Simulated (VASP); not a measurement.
# W (Im-3m) in VASP: a series of runs

The runs below take W through relaxation of cell and atoms, vibrations by finite differences, with PBE.

Program: VASP 6.6.1. These are calculated values, not measurements. Logs are shortened: lines on timing, memory, paths and dates and some standing lists are left out, and cuts for length are marked.

## 1. The crystal as given

The structure is cubic, space group Im-3m (No. 229). The conventional cell has a = 3.165 Å, b = 3.165 Å, c = 3.165 Å, α = 90.00°, β = 90.00°, γ = 90.00°. W (site symmetry m-3m) has 8 W at 2.74 Å as nearest neighbours.

## 2. Relaxation of cell and atoms, PBE

File INCAR:

```
PREC = Accurate ; ENCUT = 520
EDIFF = 1E-7 ; ISMEAR = 0
SIGMA = 0.1 ; LREAL = False
LASPH = True ; NELM = 100
ALGO = Normal ; ISIF = 3
LWAVE = False ; LCHARG = False
GGA = PE ; IBRION = 2
NSW = 80 ; EDIFFG = -0.002
```

File KPOINTS:

```
Automatic mesh
0
Gamma
  6 6 6
```

File POSCAR:

```
W
1.0
   -1.5823450000      1.5823450000      1.5823450000
    1.5823450000     -1.5823450000      1.5823450000
    1.5823450000      1.5823450000     -1.5823450000
W
1
Direct
    0.0000000000      0.0000000000      0.0000000000
```

Potentials or basis: VASP PAW PBE potentials, release 64 (W_sv).

Started as:

```
> cat potpaw_PBE.64/W_sv/POTCAR > POTCAR
> mpirun -np 1 vasp_std > vasp.out
```

OUTCAR:

```text
PREC = Accurate
   ENCUT = 520
   EDIFF = 1E-7
   ISMEAR = 0
   LREAL = False
   LASPH = True
   NELM = 100
   ISIF = 3
   GGA = PE
   IBRION = 2
   NSW = 80
   EDIFFG = -0.002

 ion  position               nearest neighbor table
   1  0.000  0.000  0.000-

  LATTYP: Found a body centered cubic cell.
 ALAT       =     3.1646900000

  Lattice vectors:

 A1 = (  -1.5823450000,   1.5823450000,   1.5823450000)
 A2 = (   1.5823450000,  -1.5823450000,   1.5823450000)
 A3 = (   1.5823450000,   1.5823450000,  -1.5823450000)

Analysis of symmetry for initial positions (statically):
=====================================================================
 Subroutine PRICEL returns:
 Original cell was already a primitive cell.

 Routine SETGRP: Setting up the symmetry group for a
 body centered cubic supercell.

 Subroutine GETGRP returns: Found 48 space group operations
 (whereof 48 operations were pure point group operations)
 out of a pool of 48 trial point group operations.

The static configuration has the point symmetry O_h .

Analysis of symmetry for dynamics (positions and initial velocities):
=====================================================================
 Subroutine PRICEL returns:
 Original cell was already a primitive cell.

 Routine SETGRP: Setting up the symmetry group for a
 body centered cubic supercell.

 Subroutine GETGRP returns: Found 48 space group operations
 (whereof 48 operations were pure point group operations)
 out of a pool of 48 trial point group operations.

The dynamic configuration has the point symmetry O_h .

 Subroutine INISYM returns: Found 48 space group operations
 (whereof 48 operations are pure point group operations),
 and found     1 'primitive' translations

----------------------------------------------------------------------------------------

                                     Primitive cell

  volume of cell :      15.8476

  direct lattice vectors                    reciprocal lattice vectors
    -1.582345000  1.582345000  1.582345000     0.000000000  0.315986716  0.315986716
     1.582345000 -1.582345000  1.582345000     0.315986716  0.000000000  0.315986716
     1.582345000  1.582345000 -1.582345000     0.315986716  0.315986716  0.000000000

  length of vectors
     2.740701935  2.740701935  2.740701935     0.446872699  0.446872699  0.446872699

  position of ions in fractional coordinates (direct lattice)
     0.000000000  0.000000000  0.000000000

  ion indices of the primitive-cell ions
   primitive index   ion index
[... 59 lines left out ...]
   LNONCOLLINEAR =      F non collinear calculations
   LSORBIT =      F    spin-orbit coupling
   LASPH  =      T    aspherical Exc in radial PAW
   ENCUT  =  520.0 eV  38.22 Ry    6.18 a.u.   5.10  5.10  5.10*2*pi/ulx,y,z
   NELM   =    100;   NELMIN=  2; NELMDL= -5     # of ELM steps
   EDIFF  = 0.1E-06   stopping-criterion for ELM
   LREAL  =      F    real-space projection
   EDIFFG = -.2E-02   stopping-criterion for IOM
   NSW    =     80    number of steps for IOM
   IBRION =      2    ionic relax: 0-MD 1-quasi-New 2-CG
   NFREE  =      1    steps in history (QN), initial steepest desc. (CG)
   ISIF   =      3    stress and relaxation
   ISYM   =      2    0-nonsym 1-usesym 2-fastsym
   POTIM  = 0.5000    time-step for ionic-motion
   TEBEG  =    0.0;   TEEND  =   0.0 temperature during run
   PSTRESS=    0.0 pullay stress
   NELECT =      14.0000    total number of electrons
   NUPDOWN=      -1.0000    fix difference up-down
   EMIN   =  10.00;   EMAX   =-10.00  energy-range for DOS
   EFERMI =   0.00;   METHOD = LEGACY
   ISMEAR =     0;   SIGMA  =   0.10  broadening in eV -4-tet -1-fermi 0-gaus
   EFERMI_NEDOS =   21; number of points for ismear=-14 and -15
   IALGO  =     38    algorithm
   IMIX   =      4    mixing-type and parameters
     AMIX     =   0.40;   BMIX     =  1.00
     AMIX_MAG =   1.60;   BMIX_MAG =  1.00
  volume/ion in A,a.u.               =      15.85       106.94
  Fermi-wavevector in a.u.,A,eV,Ry     =   1.570832  2.968442 33.572544  2.467512
  Thomas-Fermi vector in A             =   2.672506
   LORBIT       =      0    0 simple, 1 ext, 2 COOP (PROOUT), +10 PAW based schemes
   GGA     = PE    functional components
   LHFCALC =     F    Hartree Fock is set to
   AEXX    =    0.0000 exact exchange contribution
   IVDW    =     0    specifies the selected vdW correction
   LEPSILON=     F    determine dielectric tensor
   LRPA    =     F    only Hartree local field effects (RPA)
 conjugate gradient relaxation of ions
 non-spin polarized calculation
 Gauss-broadening in eV      SIGMA  =   0.10
  energy-cutoff  :      520.00
  volume of cell :       15.85
 maximum number of plane-waves:       438
   NGX = 11   NGY = 11   NGZ = 11

--------------------------------------- Ionic step        1  -------------------------------------------

 number of electron      14.0000004 magnetization

 Free energy of the ion-electron system (eV)
  ---------------------------------------------------
  ext. energy  EPLUGINS =         0.00000000
  ---------------------------------------------------
  free energy    TOTEN  =       -12.99757658 eV

  energy without entropy =      -12.99647383  energy(sigma->0) =      -12.99702521

------------------------ aborting loop because EDIFF is reached ----------------------------------------

  FORCE on cell =-STRESS in cart. coord.  units (eV):
  Direction    XX          YY          ZZ          XY          YZ          ZX
  --------------------------------------------------------------------------------------
  -------------------------------------------------------------------------------------
  Total        0.4266863      0.4266863      0.4266863     -0.0000000     -0.0000000     -0.0000000
  in kB       43.1375767     43.1375767     43.1375767     -0.0000000     -0.0000000     -0.0000000
  external PRESSURE =      43.1375767 kB  Pullay stress =       0.0000000 kB
[... 92 lines left out ...]
--------------------------------------- Ionic step        4  -------------------------------------------

 number of electron      14.0000001 magnetization

 Free energy of the ion-electron system (eV)
  ---------------------------------------------------
  ext. energy  EPLUGINS =         0.00000000
  ---------------------------------------------------
  free energy    TOTEN  =       -13.00045306 eV

  energy without entropy =      -12.99932129  energy(sigma->0) =      -12.99988718

 E-fermi :  11.4551     XC(G=0): -13.5575

 val. band max:       11.3200773779   @ k =   0.1667   0.0000   0.0000
 cond. band min:      11.6011515389   @ k =   0.5000   0.5000   0.1667
 fundamental gap:      0.2810741609
 Fermi energy:        11.4550950289

 k-point     1 :       0.0000    0.0000    0.0000
  band No.  band energies     occupation
      1     -62.8943      2.00000
      2     -26.4807      2.00000
      3     -26.4807      2.00000
      4     -26.4807      2.00000
      5       1.6861      2.00000
      6      10.0700      2.00000
      7      10.0700      2.00000
      8      10.0700      2.00000
      9      13.5041      0.00000
     10      13.5041      0.00000
     11      25.7342      0.00000
[... 236 lines left out ...]
  FREE ENERGIE OF THE ION-ELECTRON SYSTEM (eV)
  ---------------------------------------------------
  free  energy   TOTEN  =       -13.0004530605 eV

  energy  without entropy=      -12.9993212946  energy(sigma->0) =      -12.99988718

 reached required accuracy - stopping structural energy minimisation
```

OSZICAR:

```text
N       E                     dE             d eps       ncg     rms          rms(c)
DAV:   1     0.770285386766E+02    0.77029E+02   -0.80932E+03   352   0.148E+03
DAV:   2    -0.119854348028E+02   -0.89014E+02   -0.85994E+02   376   0.336E+02
DAV:   3    -0.135760760459E+02   -0.15906E+01   -0.15802E+01   399   0.431E+01
[... 32 lines left out ...]
DAV:   1    -0.130004629422E+02   -0.11391E-04   -0.24098E-04   355   0.244E-01    0.414E-02
DAV:   2    -0.130004540900E+02    0.88522E-05   -0.12896E-05   355   0.488E-02    0.955E-03
DAV:   3    -0.130004527057E+02    0.13842E-05   -0.42934E-06   364   0.273E-02    0.742E-03
DAV:   4    -0.130004530796E+02   -0.37383E-06   -0.91356E-08   221   0.428E-03    0.105E-03
DAV:   5    -0.130004530605E+02    0.19042E-07   -0.17893E-08   176   0.189E-03
   4 F= -.13000453E+02 E0= -.12999887E+02  d E =-.287648E-02
```

Wall time 8.9 s (1 thread of Intel Xeon Platinum 8559C (Emerald Rapids), shared host); peak memory 0.12 GiB.

What came out:

```yaml
Free_energy: -13.0005 eV
Relaxed_volume: 16.06 Å³/atom
Relaxed_cell: a = 2.753 Å, b = 2.753 Å, c = 2.753 Å, α = 109.47°, β = 109.47°, γ = 109.47°
Space_group_after_relaxing_to_0.05_Å: Im-3m (No. 229)
Energy_gained_by_relaxing: 2.9 meV/atom
Ionic_steps: 4
Pressure_after_relaxing: 0.0 GPa
Band_gap_on_the_k_mesh: none (metal or under the smearing width)
```

Step by step:
```csv
step,energy change (eV),largest force (eV/Å),pressure (GPa),volume (Å³)
1,0.0000,0.0000,4.31,15.85
2,0.0308,0.0000,-13.19,16.85
3,-0.0029,0.0000,-0.07,16.07
4,-0.0029,0.0000,0.01,16.06
```

Final structure:
```cif
data_structure
_symmetry_space_group_name_H-M 'P 1'
_symmetry_Int_Tables_number 1
_cell_length_a 2.7531
_cell_length_b 2.7531
_cell_length_c 2.7531
_cell_angle_alpha 109.471
_cell_angle_beta 109.471
_cell_angle_gamma 109.471
_cell_volume 16.06
loop_
_atom_site_label
_atom_site_type_symbol
_atom_site_fract_x
_atom_site_fract_y
_atom_site_fract_z
_atom_site_occupancy
W1 W 0.00000 0.00000 0.00000 1
```

Levels at points of the mesh, in eV from the Fermi level:
```csv
k point,band 4,band 5,band 6,band 7,band 8,band 9,band 10,band 11
"(0.00, 0.00, 0.00)",-37.94,-9.77,-1.39,-1.39,-1.39,2.05,2.05,14.28
"(0.50, 0.00, 0.00)",-37.94,-6.39,-3.69,0.43,1.94,2.90,5.87,10.69
"(0.50, 0.50, 0.50)",-38.80,-5.92,-5.92,4.90,4.90,4.90,7.94,7.94
```

Caveat: the k mesh is coarse (spacing up to 0.47 Å⁻¹), so the values aren't converged. Zero-point motion and thermal expansion aren't in these numbers.

## 3. Relaxation of cell and atoms, PBE

This run uses another cell than the first one, of 16.06 Å³/atom, 1.014 times its volume.

INCAR is that of step 2.

KPOINTS is that of step 2.

File POSCAR:

```
W                                       
1.0
   -1.5895238436      1.5895238436      1.5895238436
    1.5895238436     -1.5895238436      1.5895238436
    1.5895238436      1.5895238436     -1.5895238436
  W             
     1
Direct
     0.0000000000000000    0.0000000000000000    0.0000000000000000
```

Potentials or basis: VASP PAW PBE potentials, release 64 (W_sv).

Started as:

```
> cat potpaw_PBE.64/W_sv/POTCAR > POTCAR
> mpirun -np 1 vasp_std > vasp.out
```

OUTCAR:

```text
PREC = Accurate
   ENCUT = 520
   EDIFF = 1E-7
   ISMEAR = 0
   LREAL = False
   LASPH = True
   NELM = 100
   ISIF = 3
   GGA = PE
   IBRION = 2
   NSW = 80
   EDIFFG = -0.002

 ion  position               nearest neighbor table
   1  0.000  0.000  0.000-

  LATTYP: Found a body centered cubic cell.
 ALAT       =     3.1790476872

  Lattice vectors:

 A1 = (  -1.5895238436,   1.5895238436,   1.5895238436)
[... 396 lines left out ...]
     10      19.3954      0.00000
     11      19.3954      0.00000

------------------------ aborting loop because EDIFF is reached ----------------------------------------

  FORCE on cell =-STRESS in cart. coord.  units (eV):
  Direction    XX          YY          ZZ          XY          YZ          ZX
  --------------------------------------------------------------------------------------
  -------------------------------------------------------------------------------------
  Total        0.0007666      0.0007666      0.0007666      0.0000000      0.0000000     -0.0000000
  in kB        0.0764524      0.0764524      0.0764524      0.0000000      0.0000000     -0.0000000
  external PRESSURE =       0.0764524 kB  Pullay stress =       0.0000000 kB

 VOLUME and BASIS-vectors are now :
 -----------------------------------------------------------------------------
  energy-cutoff  :      520.00
  volume of cell :       16.06
      direct lattice vectors                 reciprocal lattice vectors
    -1.589523844  1.589523844  1.589523844     0.000000000  0.314559610  0.314559610
     1.589523844 -1.589523844  1.589523844     0.314559610  0.000000000  0.314559610
     1.589523844  1.589523844 -1.589523844     0.314559610  0.314559610  0.000000000

 POSITION                                       TOTAL-FORCE (eV/Angst)
 -----------------------------------------------------------------------------------
      0.00000      0.00000      0.00000         0.000000     -0.000000     -0.000000
 -----------------------------------------------------------------------------------
    total drift:                                0.000000     -0.000000      0.000000

  FREE ENERGIE OF THE ION-ELECTRON SYSTEM (eV)
  ---------------------------------------------------
  free  energy   TOTEN  =       -13.0005904246 eV

  energy  without entropy=      -12.9994587349  energy(sigma->0) =      -13.00002458

 reached required accuracy - stopping structural energy minimisation
```

OSZICAR:

```text
N       E                     dE             d eps       ncg     rms          rms(c)
DAV:   1     0.726762908635E+02    0.72676E+02   -0.84507E+03   352   0.144E+03
DAV:   2    -0.121701392118E+02   -0.84846E+02   -0.82423E+02   376   0.326E+02
DAV:   3    -0.135927333351E+02   -0.14226E+01   -0.14096E+01   400   0.416E+01
DAV:   4    -0.136010956226E+02   -0.83623E-02   -0.83618E-02   393   0.350E+00
DAV:   5    -0.136011598257E+02   -0.64203E-04   -0.64203E-04   388   0.313E-01    0.204E+01
DAV:   6    -0.131159767829E+02    0.48518E+00   -0.58533E-01   361   0.102E+01    0.810E+00
DAV:   7    -0.130046995719E+02    0.11128E+00   -0.26007E-01   367   0.633E+00    0.539E-01
DAV:   8    -0.130005854610E+02    0.41141E-02   -0.32260E-03   358   0.734E-01    0.334E-01
DAV:   9    -0.130005966028E+02   -0.11142E-04   -0.25467E-04   391   0.225E-01    0.548E-02
DAV:  10    -0.130005898458E+02    0.67570E-05   -0.12326E-05   373   0.555E-02    0.157E-02
DAV:  11    -0.130005905548E+02   -0.70900E-06   -0.16633E-07   345   0.484E-03    0.641E-04
DAV:  12    -0.130005904017E+02    0.15309E-06   -0.67666E-09   185   0.113E-03    0.338E-04
DAV:  13    -0.130005904246E+02   -0.22844E-07   -0.52878E-10   179   0.349E-04
   1 F= -.13000590E+02 E0= -.13000025E+02  d E =-.130006E+02
```

Run time: 5.2 s. Hardware: 1 thread of Intel Xeon Platinum 8559C (Emerald Rapids), shared host; peak memory 0.12 GiB.

Results:

```yaml
Free_energy: -13.0006 eV
Pressure_after_relaxing: 0.0 GPa
Band_gap_on_the_k_mesh: none (metal or under the smearing width)
```

Final structure:
```xyz
1
Lattice="-1.5895 1.5895 1.5895 1.5895 -1.5895 1.5895 1.5895 1.5895 -1.5895" Properties=species:S:1:pos:R:3 pbc="T T T"
W     0.0000    0.0000    0.0000
```

Caveat: the k mesh is coarse (spacing up to 0.47 Å⁻¹), so the values aren't converged; the relaxation stopped at its first step, so nothing moved.

## 4. Vibrations by finite differences, PBE

This run uses another cell than the first one, of 16.06 Å³/atom, 1.014 times its volume.

File INCAR:

```
  PREC = Accurate
  ENCUT = 520
  EDIFF = 1E-8
  ISMEAR = 0
  SIGMA = 0.1
  LREAL = False
  LASPH = True
  NELM = 100
  ALGO = Normal
  ISIF = 3
  LWAVE = False
  LCHARG = False
  GGA = PE
  IBRION = 6
  NFREE = 2
  POTIM = 0.015
  NSW = 1
```

KPOINTS is that of step 3.

POSCAR is that of step 3.

Started as:

```
> cat potpaw_PBE.64/W_sv/POTCAR > POTCAR
> mpirun -np 1 vasp_std > vasp.out
```

It took 45 s on 1 thread of Intel Xeon Platinum 8559C (Emerald Rapids), shared host; peak memory 0.15 GiB.

It converged, with:

```yaml
Elastic_constants_C11_C12_C44: 577, 174, 144 GPa
Voigt_bulk_modulus: 308 GPa
```

Elastic tensor in Voigt notation (GPa, in the Cartesian axes of the cell as first typed):
```
577 174 174   0   0   0
174 577 174   0   0   0
174 174 577   0   0   0
  0   0   0 144   0   0
  0   0   0   0 144   0
  0   0   0   0   0 144
```

Clamped-ion elastic tensor (GPa):
```
577 174 174   0   0   0
174 577 174   0   0   0
174 174 577   0   0   0
  0   0   0 144   0   0
  0   0   0   0 144   0
  0   0   0   0   0 144
```

Caveat: the k mesh is coarse (spacing up to 0.47 Å⁻¹), so the values aren't converged; elastic constants of metals need much finer meshes, so these are rough. The run has no spin-orbit coupling, so splittings on W are missing.
